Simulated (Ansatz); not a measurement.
**Stack of Hf2NF2 MXene under honeycomb BP, shifted by two thirds of the diagonal in a perpendicular field**

Wanted: the out-of-plane response of the stack of Hf2NF2 MXene under honeycomb BP, shifted by two thirds of the diagonal. A positive field points along +c.

Method: plane-wave DFT, PBE-D4, Ansatz PAW, in Ansatz 0.2.0.

### Step 1. The structure

The cell holds 7 atoms: 2 F, 2 Hf, 1 N, 1 P and 1 B. Cell: a = 3.214 Å, b = 3.214 Å, c = 46.234 Å, α = 90.0°, β = 90.0°, γ = 120.0°. Regions: layer 1: Hf2NF2 MXene, 5 atoms (2 F, 2 Hf and 1 N); layer 2: honeycomb BP, 2 atoms (1 P and 1 B). Vacuum lies along c.

### Step 2. Relaxation

The starting cell is a guess, so the in-plane lattice and the atoms are relaxed first, with the slab cut off from its images along the normal.

Contents of input.yaml:

```yaml
crystal:
  lattice:
    - [3.21375, 0.0, 0.0]
    - [-1.606875, 2.7831891414, 0.0]
    - [0.0, 0.0, 46.2340795577]
  atoms:
    - { symbol: F, position: [0.3333333333, 0.6666666667, 0.4174409912] }
    - { symbol: Hf, position: [0.6666666667, 0.3333333333, 0.4406381655], spin: 1.0 }
    - { symbol: "N", position: [0.0, 0.0, 0.4680971263] }
    - { symbol: Hf, position: [0.3333333333, 0.6666666667, 0.4955560871], spin: 1.0 }
    - { symbol: F, position: [0.6666666667, 0.3333333333, 0.5187532614] }
    - { symbol: P, position: [0.3333333333, 0.6666666667, 0.5825590088] }
    - { symbol: B, position: [0.0, 0.0, 0.5825590088] }
  periodic: [true, true, false]
magnetization:
  spin_polarized: true
kpoints:
  mp_grid: { grid: [12, 12, 1] }
hamiltonian:
  xc: pbe
  dispersion: d4
scf:
  occupations: { method: fermi_dirac, width: 0.05 }
  convergence: { dr2_threshold: 1.0e-09 }
relax:
  f_tol: 0.004
  max_steps: 90
  cell: {}
output:
  write_potential: true
  write_density: true
  volumetric_format: npy
```

On the command line:

```sh
$ ansatz run input.yaml --threads 4 --pin off --max-ram 6144MiB --backend cpu --events-out ev --progress --plain --runs-dir out
```

Numbers of over 12 decimals in the logs are rounded to 6 here.

The program printed:

```text
Warning: relax.cell: scf.convergence.dr2_threshold = 1e-9 eV is looser than the 2.25108787197e-10 eV advised for a relaxation that steers and ends on the stress (1e-10 eV for each atom of the cell: 7, times the square of relax.cell.stress_2d_tol = 0.05 N/m over 17.6 Å (the atoms' height at the walk's start and 5 Å past either face), 2.835e-2 GPa, over a crystal's default 0.05). What an SCF threshold leaves in a stress goes as its square root, and in the free energy as the threshold itself, and one threshold admits the most on a small cell: [figures from the program's tests cut] Set scf.convergence.dr2_threshold to 2.25108787197e-10 eV or tighter. [rest of the remark cut]
Engine: ansatz 0.2.0, aarch64-unknown-linux-gnu
Pseudopotentials: kind: paw
Pseudopotential: F, paw, valence charge 7, recommended cutoff 420 eV (normal), F.paw.azcp
Pseudopotential: Hf, paw, valence charge 26, recommended cutoff 420 eV (normal), Hf.paw.azcp
Pseudopotential: N, paw, valence charge 5, recommended cutoff 420 eV (normal), N.paw.azcp
Pseudopotential: P, paw, valence charge 5, recommended cutoff 420 eV (normal), P.paw.azcp
Pseudopotential: B, paw, valence charge 3, recommended cutoff 420 eV (normal), B.paw.azcp
Functional definition: PBE
  parameter kappa = 0.804
  parameter beta = 0.066725
  exchange = pbe_x(kappa = kappa, mu = beta*pi^2/3)
  correlation = pbe_c(beta = beta)
Crystal: 7 atoms, lattice volume = 413.540 Å³
Basis set: ecut = 420 eV, 8207 PW (Γ), exchange–correlation on 48×48×640 points (8 copies of the dense FFT grid, shifted against one another)
Bands: 49, of which v1, the nominal top of the filled ones, is band 40 counted from 1 (39 counted from 0)
Symmetry: 6 space group operations
Space group: P3m1 (ITA 156), of the structure as read, at distance tolerance 7.5e-5 Å
Magnetic group: BNS 156.49 (UNI 1279), of the structure as read, at distance tolerance 7.5e-5 Å
k-points: 19 of 144 (time reversal used)
Non-local potential: F, projectors of the file, l = 0: 2, l = 1: 2, l = 2: 1
Non-local potential: Hf, projectors of the file, l = 0: 3, l = 1: 2, l = 2: 2, l = 3: 3
Non-local potential: N, projectors of the file, l = 0: 2, l = 1: 2, l = 2: 1
Non-local potential: P, projectors of the file, l = 0: 2, l = 1: 2, l = 2: 2
Non-local potential: B, projectors of the file, l = 0: 2, l = 1: 2, l = 2: 1
PAW form: soft (Blöchl's): semilocal exchange-correlation on the pseudo side does not see the compensation charge
PAW one-centre angular grid: F, 110 points (default); XC on 64 Gauss nodes
PAW one-centre angular grid: Hf, 590 points (default); XC on 64 Gauss nodes
PAW one-centre angular grid: N, 110 points (default); XC on 64 Gauss nodes
PAW one-centre angular grid: P, 110 points (default); XC on 64 Gauss nodes
PAW one-centre angular grid: B, 110 points (default); XC on 64 Gauss nodes
Initial density: superposition of atomic densities (neutral atoms: chi_scale 0, normalization atom)
Starting moments: Σ|m| = 2 μB on 2 of 7 sites
Initial wavefunctions: pseudopotential atomic-orbital guess
Functional: x = pbe(κ = 0.804, μ = 0.219515), c = pbe(β = 0.066725)
SCF iter   1: F=—  HF=-34365.906112 eV  |F-HF|=—  |Δ(HF+E_count)|=         —  Δρ=2.77e-2 (↑2.77e-2 ↓2.69e-2)  dr2=2.03e1  dr2_m=1.29e-1  M=0.622 μB ∫|m|=0.699 μB  β_m=0.30  ethr=3.10e-3  ⟨swp⟩=16.2  Hψ=12920  notcnv=0  defer=4
Mixer restart at iter 1: flushing history
preconditioner: auto → LDOS  [metal: Δε(μ)=0.095 eV  Ē_g=14.327 eV  σ=0.050 eV  W_gap=0.44  n_scr=30 (ndim 8)  ℏωp=14.5 eV  f_vac=0.757  D(μ)=1.63/eV (n_scr^D=12)]
spin=Collinear: LDOS preconditioning applied to the charge; magnetization (m = ρ↑ − ρ↓) channel mixes plain (no charge-response kernel on spin).
SCF iter   2: F=—  HF=-34362.261926 eV  |F-HF|=—  |Δ(HF+E_count)|=    3.64e0  Δρ=1.46e-2 (↑1.46e-2 ↓1.37e-2)  dr2=5.96e0  dr2_m=7.99e-2  M=0.470 μB ∫|m|=0.562 μB  β_m=0.46  ethr=3.10e-3  ⟨swp⟩=4.3  Hψ=4465  notcnv=0  defer=90
SCF iter   3: F=—  HF=-34361.075233 eV  |F-HF|=—  |Δ(HF+E_count)|=    1.19e0  Δρ=4.16e-3 (↑4.16e-3 ↓3.74e-3)  dr2=8.39e-1  dr2_m=1.87e-2  M=0.253 μB ∫|m|=0.327 μB  β_m=0.56  ethr=3.10e-3  ⟨swp⟩=6.3  Hψ=4759  notcnv=0  defer=104
SCF iter   4: F=—  HF=-34361.108045 eV  |F-HF|=—  |Δ(HF+E_count)|=   3.28e-2  Δρ=2.37e-3 (↑2.37e-3 ↓2.09e-3)  dr2=1.21e-1  dr2_m=7.62e-3  M=0.173 μB ∫|m|=0.236 μB  β_m=0.76  ethr=1.06e-3  ⟨swp⟩=4.1  Hψ=3279  notcnv=0  defer=98
SCF iter   5: F=—  HF=-34361.159227 eV  |F-HF|=—  |Δ(HF+E_count)|=         —  Δρ=7.92e-4 (↑7.92e-4 ↓6.87e-4)  dr2=8.28e-3  dr2_m=1.34e-3  M=0.044 μB ∫|m|=0.073 μB  β_m=0.76  ethr=1.54e-4  ⟨swp⟩=4.7  Hψ=4459  notcnv=0  defer=109
SCF iter   6: F=—  HF=-34361.161313 eV  |F-HF|=—  |Δ(HF+E_count)|=   2.09e-3  Δρ=3.71e-4 (↑2.81e-4 ↓3.71e-4)  dr2=4.72e-3  dr2_m=2.69e-4  M=0.023 μB ∫|m|=0.037 μB  β_m=0.88  ethr=1.05e-5  ⟨swp⟩=4.2  Hψ=4482  notcnv=0  defer=102
SCF iter   7: F=—  HF=-34361.161911 eV  |F-HF|=—  |Δ(HF+E_count)|=   5.98e-4  Δρ=2.01e-4 (↑2.01e-4 ↓1.62e-4)  dr2=4.74e-4  dr2_m=2.05e-5  M=0.010 μB ∫|m|=0.014 μB  β_m=0.71  ethr=5.97e-6  ⟨swp⟩=3.8  Hψ=4133  notcnv=0  defer=97
SCF iter   8: F=—  HF=-34361.161634 eV  |F-HF|=—  |Δ(HF+E_count)|=   2.77e-4  Δρ=5.72e-5 (↑5.52e-5 ↓5.72e-5)  dr2=6.19e-5  dr2_m=3.88e-6  M=0.006 μB ∫|m|=0.008 μB  β_m=0.70  ethr=6.00e-7  ⟨swp⟩=3.6  Hψ=4612  notcnv=0  defer=88
SCF iter   9: F=—  HF=-34361.161631 eV  |F-HF|=—  |Δ(HF+E_count)|=   3.17e-6  Δρ=2.28e-5 (↑2.24e-5 ↓2.28e-5)  dr2=1.08e-5  dr2_m=8.55e-7  M=0.005 μB ∫|m|=0.006 μB  β_m=0.67  ethr=7.83e-8  ⟨swp⟩=3.5  Hψ=4504  notcnv=0  defer=89
SCF iter  10: F=—  HF=-34361.161632 eV  |F-HF|=—  |Δ(HF+E_count)|=   7.46e-7  Δρ=7.85e-6 (↑7.85e-6 ↓7.81e-6)  dr2=2.50e-6  dr2_m=1.23e-7  M=0.004 μB ∫|m|=0.004 μB  β_m=0.76  ethr=1.36e-8  ⟨swp⟩=3.3  Hψ=4380  notcnv=0  defer=86
SCF iter  11: F=—  HF=-34361.161633 eV  |F-HF|=—  |Δ(HF+E_count)|=   8.57e-7  Δρ=6.52e-6 (↑6.52e-6 ↓4.96e-6)  dr2=3.82e-7  dr2_m=6.58e-8  M=0.003 μB ∫|m|=0.004 μB  β_m=0.73  ethr=3.16e-9  ⟨swp⟩=3.2  Hψ=3968  notcnv=0  defer=86
SCF iter  12: F=—  HF=-34361.161633 eV  |F-HF|=—  |Δ(HF+E_count)|=   2.26e-7  Δρ=3.92e-6 (↑3.47e-6 ↓3.92e-6)  dr2=4.27e-8  dr2_m=4.56e-8  M=0.003 μB ∫|m|=0.003 μB  β_m=0.83  ethr=4.83e-10  ⟨swp⟩=3.5  Hψ=4178  notcnv=0  defer=85
SCF iter  13: F=—  HF=-34361.161633 eV  |F-HF|=—  |Δ(HF+E_count)|=   2.24e-7  Δρ=2.89e-6 (↑2.89e-6 ↓2.86e-6)  dr2=1.42e-8  dr2_m=2.96e-8  M=0.003 μB ∫|m|=0.003 μB  β_m=0.91  ethr=5.40e-11  ⟨swp⟩=4.2  Hψ=4834  notcnv=0  defer=85
[...]
relax step   8: F+E_penalty+E_count = -34362.05361365 eV  Δ(F+E_penalty+E_count) = +6.773e-5 eV  max|allowed force component| = 2.204e-3 eV/Å  Δτ_max = 0.0011 Å  P = -0.006 N/m  Ω = 416.973 Å³  energy of the carried Pulay correction = -2.077e-3 eV  fix = [c, alpha, beta]  reactions: c -0.000 N/m  (6 SCF iters, accepted)
relax step   9: F+E_penalty+E_count = -34362.05579264 eV  Δ(F+E_penalty+E_count) = -2.179e-3 eV  max|allowed force component| = 2.215e-3 eV/Å  Δτ_max = 0.0000 Å  P = +0.059 N/m  Ω = 416.973 Å³  fix = [c, alpha, beta]  reactions: c +0.000 N/m  stress off target by 5.88e-2 N/m on what of the cell is left free  SCF on the basis re-selected at this cell (its energy is not comparable with the rows above)  (9 SCF iters)
relax step  10: F+E_penalty+E_count = -34362.05572270 eV  Δ(F+E_penalty+E_count) = +6.994e-5 eV  max|allowed force component| = 1.072e-3 eV/Å  Δτ_max = 0.0020 Å  P = +0.006 N/m  Ω = 417.095 Å³  energy of the carried Pulay correction = -7.538e-5 eV  fix = [c, alpha, beta]  reactions: c +0.000 N/m  (7 SCF iters, accepted)
iter 1 solved again at ethr=3.87e-7 eV; its pass at ethr=3.10e-3 eV (dr2=3.06e-4 eV) is discarded
SCF iter   1: F=—  HF=-34362.055935 eV  |F-HF|=—  |Δ(HF+E_count)|=         —  Δρ=1.19e-6 (↑1.18e-6 ↓1.19e-6)  dr2=1.30e-8  dr2_m=1.37e-11  M=-0.000 μB ∫|m|=0.000 μB  β_m=0.65  ethr=3.87e-7  ⟨swp⟩=7.0  Hψ=22416  notcnv=0
eigensolver tolerance schedule: the retry pair's looser diagonalisation over-reported the residual by 23605.34 of it (diagonalisation noise at an unbounded share of the residual, at the tolerance the schedule requests for it); recorded, not acted on — ethr = c·dr2/N_el stays at c = 1.0e-1
spin=Collinear: LDOS preconditioning applied to the charge; magnetization (m = ρ↑ − ρ↓) channel mixes plain (no charge-response kernel on spin).
SCF iter   2: F=—  HF=-34362.055848 eV  |F-HF|=—  |Δ(HF+E_count)|=   8.64e-5  Δρ=8.70e-7 (↑8.70e-7 ↓8.61e-7)  dr2=1.14e-8  dr2_m=2.58e-12  M=-0.000 μB ∫|m|=0.000 μB  β_m=0.34  ethr=1.64e-11  ⟨swp⟩=7.6  Hψ=10394  notcnv=0
SCF iter   3: F=—  HF=-34362.055848 eV  |F-HF|=—  |Δ(HF+E_count)|=   2.69e-9  Δρ=5.56e-7 (↑5.56e-7 ↓5.48e-7)  dr2=2.44e-9  dr2_m=3.12e-12  M=-0.000 μB ∫|m|=0.000 μB  β_m=0.67  ethr=1.44e-11  ⟨swp⟩=2.7  Hψ=2752  notcnv=0
SCF iter   4: F=-34362.055848 eV  HF=-34362.055848 eV  |F-HF|=1.46e-10  |Δ(HF+E_count)|=   2.44e-9  Δρ=1.68e-7 (↑1.65e-7 ↓1.68e-7)  dr2=3.79e-10  dr2_m=5.02e-13  M=-0.000 μB ∫|m|=0.000 μB  ethr=1.27e-12  ⟨swp⟩=18.3  Hψ=21871  notcnv=0
the starting moments were not kept: the SCF closed with an absolute magnetisation of 1.3e-6 μB, where they sum to 2 μB in size (2 sites). That is at most 0.1 of that sum. Measured as dr2_m measures the in/out step, that magnetisation stands 1.5e-13 eV from none, at or under the dr2_threshold of 1.0e-9 eV: it is no larger than a step whose dr2_m would equal this threshold.
SCF 11 converged in 4 iterations: F = -34362.055848 eV  dr2 = 3.79e-10
relax step  11: F+E_penalty+E_count = -34362.05584848 eV  Δ(F+E_penalty+E_count) = -1.258e-4 eV  max|allowed force component| = 1.073e-3 eV/Å  Δτ_max = 0.0000 Å  P = +0.007 N/m  Ω = 417.095 Å³  fix = [c, alpha, beta]  reactions: c +0.000 N/m  stress off target by 6.57e-3 N/m on what of the cell is left free  SCF on the basis re-selected at this cell (its energy is not comparable with the rows above)  (4 SCF iters)
basis re-selected at this cell: Δ(F+E_penalty+E_count) = -1.258e-4 eV, ΔP = +0.001 N/m vs the last step (what re-selecting the basis moved, of the pressure what is left beyond the Pulay correction that the steps carried, after the strain that the cell walked since its last selection, with what the two solves' SCF thresholds leave and, on support functions, any second-order correction that the steps lacked; it is no m [...]
WARN: The output density's exchange-correlation potential varies sharply where the density is thin. Do not read a vacuum level from v_tot or v_xc, or from such a field of the output density. On a cell that repeats whose density bears no net charge and no dipole along the vacuum's axis use v_es (v_loc + v_h of the components); under efield.dipole_correction with no amplitude use v_es + v_field, which holds any externa [...]
SCF converged after 4 iterations
Magnetization: -0.0000 μB (39.5000 up, 39.5000 down)
Absolute magnetization: 0.0000 μB (∫|ρ↑−ρ↓|, with the PAW one-centre terms)
Spin contamination: 0.0000 ħ² per cell (⟨S²⟩ above its minimum at these occupations)
Per-site moments (μB) at R_I (Å): [(-1.5735287602294934e-8, 0.950065), (-2.261779521472748e-7, 0.904988), (1.3745287728260347e-7, 0.904543), (-1.1582461596690574e-7, 0.904543), (-3.365634047830616e-8, 0.941396), (6.397304098732277e-9, 0.768660), (-6.875061105315634e-9, 0.768660)]
Free energy (F): -34362.055848 eV
Harris-Foulkes:  -34362.055848 eV  (|F-HF|=1.46e-10)
Internal energy: -34362.039582 eV  (E = F + TS)
E sigma→0 (E₀):  -34362.047715 eV
Entropy (-TS):   -0.016266 eV (-2.324 meV/atom)
Fermi energy:    -3.623193 eV
--- Per-component energies (eV) ---
  E_band       = -1627.669454
  E_kinetic    = 1516.025608
  E_local      = -581609.372919  (includes V_loc(G=0)·N_el)
  E_nonlocal   = -2250.637727
  E_hartree    = 289470.559824
  E_xc         = -914.442644
  E_vxc        = -914.111797  (∫ρ·V_xc dr)
  E_paw        = -15029.813679  (= ΣΔE_a)
  E_vpaw       = 2689.308333  (= ΣTr[D̂ρ^β])
  E_aug_tail   = 0.004227  (compensation charges beyond the density's cutoff)
  E_ewald      = 274456.792616
  E_disp       = -1.154888  (pairwise vdW)
  E_smearing   = -0.016266  (= −TS)
  E_closure    = -0.000000  (closes the sum)
  Σ components = -34362.055848   (vs F -34362.055848, Δ=0.00e0)
--- Forces (eV/Å), atoms counted from 1 ---
  atom   1  F      0.00000000    -0.00000000    -0.00012889
  atom   2  Hf    -0.00000000     0.00000000     0.00040667
  atom   3  N      0.00000000    -0.00000000    -0.00107462
  atom   4  Hf     0.00000000    -0.00000000    -0.00011343
  atom   5  F     -0.00000000     0.00000000     0.00076009
  atom   6  P     -0.00000000     0.00000000     0.00036104
  atom   7  B     -0.00000000     0.00000000    -0.00021932
  max |Σ_I F_I| component: 8.45e-6 eV/Å
--- 2D stress c σ (N/m, compression-positive) ---
        0.006565      -0.000000      -0.000000
       -0.000000       0.006565      -0.000000
       -0.000000      -0.000000       0.000000
  P = ½ c Tr σ = 0.0066 N/m
--- Band table (eV; the first three rows and the last of 38) ---
  k-point 0 ↑: bands = [... 36 lower, -6.3885, -6.3885, -4.1504, -4.1504, -3.5682, -3.3532, -2.6397, -1.3214, ... 5 higher]
  k-point 1 ↑: bands = [... 36 lower, -6.9258, -6.5899, -4.4944, -3.9884, -3.4392, -3.2094, -2.2895, -1.8106, ... 5 higher]
  k-point 2 ↑: bands = [... 36 lower, -8.1840, -7.0557, -5.1352, -3.5232, -3.4120, -2.6292, -2.0699, -1.5290, ... 5 higher]
  k-point 18 ↓: bands = [... 36 lower, -9.7563, -4.8130, -3.8619, -3.8272, -3.6828, -3.6318, -1.3300, -0.4657, ... 5 higher]
  the weakly bound empty levels are not read free of the cell's end (no_gap_told)
--- Relaxed structure (9 steps of the walk, 9 accepted, 2 SCFs on fresh bases) ---
  F+E_penalty+E_count = -34362.05584848 eV   max|allowed force component| = 1.073e-3 eV/Å   (the final SCF, on the basis selected at the relaxed cell)
  cell:  # Å, volume = 417.0950 Å³
    - [3.227536, 0, 0]
    - [-1.613768, 2.795128, 0]
    - [0, 0, 46.2340795577]
  atoms:
    - { symbol: F, position: [0.333333, 0.666667, 0.412573] }
    - { symbol: Hf, position: [0.666667, 0.333333, 0.441851] }
    - { symbol: N, position: [7.180133162210039e-17, 1.4727448284591074e-17, 0.466897] }
    - { symbol: Hf, position: [0.333333, 0.666667, 0.491899] }
    - { symbol: F, position: [0.666667, 0.333333, 0.520396] }
    - { symbol: P, position: [0.333333, 0.666667, 0.585982] }
    - { symbol: B, position: [8.03714960130659e-17, 1.472744828459084e-17, 0.586006] }
```

Wall time 4.6 min (4 threads of Arm Neoverse V2, shared host); peak memory 1.1 GiB; 18 min of CPU time.

Relaxation path:

```csv
step,energy less that of the first step (eV),largest force component (eV/Å),volume (Å³)
1,0.0000,4.6249,413.54
2,-0.7941,1.2609,416.03
3,-0.8887,0.3082,414.98
4,-0.8916,0.1193,415.32
5,-0.8915,0.1376,416.81
6,-0.8921,0.0123,416.70
7,-0.8920,0.0069,416.85
8,-0.8920,0.0022,416.97
9*,-0.8942,0.0022,416.97
10,-0.8941,0.0011,417.10
11*,-0.8942,0.0011,417.10
```

Relaxation steps marked * repeat the geometry before them on a plane-wave basis chosen anew for their cell, so energy and pressure can jump there.

The run keeps the 6 symmetry operations that it works with, so distortions that break them were not tested.

```csv
cell as run,before,after,change
a (Å),3.214,3.228,+0.4 %
b (Å),3.214,3.228,+0.4 %
```

The atoms that moved most (Å, along periodic axes as changes of fractional coordinates times the final cell, across vacuum about the mean position):

```
atom     dx     dy      dz  length
  F1  0.000  0.000  -0.225   0.225
 Hf4  0.000  0.000  -0.169   0.169
  B7  0.000  0.000   0.159   0.159
  P6  0.000  0.000   0.158   0.158
  F5  0.000  0.000   0.076   0.076
 Hf2  0.000  0.000   0.056   0.056
  N3  0.000  0.000  -0.055   0.055
```

Final coordinates:

```cif
data_structure
_symmetry_space_group_name_H-M 'P 1'
_symmetry_Int_Tables_number 1
_cell_length_a 3.2275
_cell_length_b 3.2275
_cell_length_c 46.2341
_cell_angle_alpha 90.000
_cell_angle_beta 90.000
_cell_angle_gamma 120.000
_cell_volume 417.10
loop_
_atom_site_label
_atom_site_type_symbol
_atom_site_fract_x
_atom_site_fract_y
_atom_site_fract_z
_atom_site_occupancy
F1 F 0.33333 0.66667 0.41257 1
Hf2 Hf 0.66667 0.33333 0.44185 1
N3 N 0.00000 0.00000 0.46690 1
Hf4 Hf 0.33333 0.66667 0.49190 1
F5 F 0.66667 0.33333 0.52040 1
P6 P 0.33333 0.66667 0.58598 1
B7 B 0.00000 0.00000 0.58601 1
```

Numbers from this step:

- energy at zero smearing: -34362.0477 eV

The lattice constant a goes from 3.214 to 3.228 Å.

(Part 1 of 3 ends here.)

[Logs are printed without paths, hosts, clocks, repeated set-up lines and the standing remarks that a program may print on its own settings, such as how far it seeks lower states.]

[Hosts, paths, dates, database ids (printed as entryN), source tags and the programs' standing remarks are cut or masked in the printed files.]

[Maps of the electrostatic potential energy from Ansatz leave out the sawtooth potential of an applied field or a dipole correction, so their vacuum need not be flat; planar profiles and work functions include it.]
